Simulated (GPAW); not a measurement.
Crystal: GaN.

```
Ga N
1.0
     0.00000    2.25350    2.25350
     2.25350    0.00000    2.25350
     2.25350    2.25350    0.00000
Ga N
1 1
Cartesian
  0.0000 0.0000 0.0000
  1.1268 1.1268 1.1268
```

The cell is a database's computed one.

Base run:

```yaml
Program: GPAW 26.7.0
Functional: PBEsol
Potentials_or_basis: PAW data sets generated in the run's folder for this functional
Cutoff: 800 eV
Basis: pw
k_mesh: 10 × 10 × 10
Occupations: fermi-dirac, width 0.05 eV
Spin: no spin polarisation
```

Its results: band gap on the k mesh 1.79 eV, direct; pressure 6.7 GPa.

Q: The run is repeated on the same cell with these changes: functional from PBEsol to LDA. What comes out?

A: Band gap on the k mesh 1.88 eV, direct; pressure 0.8 GPa.

LDA binds more tightly than PBEsol, so the same cell stands under less pressure.

A k mesh can miss the band edges.

Not every run made on this cell is shown here.
